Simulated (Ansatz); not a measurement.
PbTe in the WC-type structure

The computed numbers are results of r²SCAN, scalar-relativistic (no spin polarisation) in the plane-wave PAW code Ansatz at 500 eV, Γ-centred 10×10×8 mesh, 0.05 eV Gaussian smearing. The datasets are Ansatz's generated set soft_2.

```cif
data_structure
_symmetry_space_group_name_H-M 'P-6m2'
_symmetry_Int_Tables_number 187
_cell_length_a 4.4293
_cell_length_b 4.4293
_cell_length_c 4.1803
_cell_angle_alpha 90.000
_cell_angle_beta 90.000
_cell_angle_gamma 120.000
_cell_volume 71.02
loop_
_atom_site_label
_atom_site_type_symbol
_atom_site_symmetry_multiplicity
_atom_site_Wyckoff_symbol
_atom_site_fract_x
_atom_site_fract_y
_atom_site_fract_z
_atom_site_occupancy
Pb1 Pb 1 a 0.00000 0.00000 0.00000 1
Te1 Te 1 f 0.66667 0.33333 0.50000 1
```

The start was a prototype's sites filled with these elements. The Crystallography Open Database lists the compound in space group Fm-3m (rock salt), so this is a trial structure.

Task: Which orbitals carry the states at the Fermi level, and how many states are there?

Result: Within 0.1 eV of it: Te 5p 66 %, Pb 6p 22 %, Pb 6s 12 % (shares among the projected shells). The Fermi level sits on a steep edge: the density of states is 0.8, 0.2 and 0.1 states/eV per cell at −0.1, 0 and +0.1 eV.

Density of states (tetrahedra, averaged over 0.4 eV; states/eV per cell of 2 atoms; energy in eV from the Fermi level; projections on Löwdin-orthogonalised atomic orbitals, summed over sites):

| E | total | Te 5p | Pb 6p | Pb 6s | Te 5s |
| --- | --- | --- | --- | --- | --- |
| -6.45 | 0.08 | 0.00 | 0.00 | 0.05 | 0.02 |
| -6.05 | 0.00 | 0.00 | 0.00 | 0.00 | 0.00 |
| -5.65 | 0.00 | 0.00 | 0.00 | 0.00 | 0.00 |
| -5.25 | 0.00 | 0.00 | 0.00 | 0.00 | 0.00 |
| -4.85 | 0.00 | 0.00 | 0.00 | 0.00 | 0.00 |
| -4.45 | 0.00 | 0.00 | 0.00 | 0.00 | 0.00 |
| -4.05 | 0.04 | 0.02 | 0.01 | 0.00 | 0.00 |
| -3.65 | 1.18 | 0.70 | 0.45 | 0.01 | 0.01 |
| -3.25 | 1.63 | 0.97 | 0.59 | 0.04 | 0.02 |
| -2.85 | 1.44 | 0.87 | 0.48 | 0.06 | 0.03 |
| -2.45 | 1.45 | 0.91 | 0.44 | 0.06 | 0.03 |
| -2.05 | 1.82 | 1.22 | 0.49 | 0.06 | 0.03 |
| -1.65 | 1.84 | 1.29 | 0.43 | 0.07 | 0.03 |
| -1.25 | 1.69 | 1.27 | 0.30 | 0.07 | 0.02 |
| -0.85 | 1.67 | 1.34 | 0.21 | 0.09 | 0.02 |
| -0.45 | 1.68 | 1.37 | 0.13 | 0.14 | 0.01 |
| -0.05 | 0.63 | 0.46 | 0.09 | 0.07 | 0.00 |
| 0.35 | 0.14 | 0.02 | 0.12 | 0.00 | 0.00 |
| 0.75 | 0.21 | 0.03 | 0.17 | 0.00 | 0.00 |
| 1.15 | 0.33 | 0.05 | 0.26 | 0.00 | 0.00 |
| 1.55 | 0.95 | 0.17 | 0.68 | 0.01 | 0.04 |
| 1.95 | 1.85 | 0.31 | 1.29 | 0.02 | 0.13 |
| 2.35 | 1.39 | 0.20 | 1.00 | 0.02 | 0.10 |
| 2.75 | 1.37 | 0.26 | 0.96 | 0.00 | 0.04 |
| 3.15 | 1.83 | 0.42 | 1.22 | 0.01 | 0.04 |
| 3.55 | 1.62 | 0.42 | 1.02 | 0.01 | 0.02 |
| 3.95 | 1.37 | 0.39 | 0.80 | 0.01 | 0.02 |

These numbers lack spin–orbit coupling.
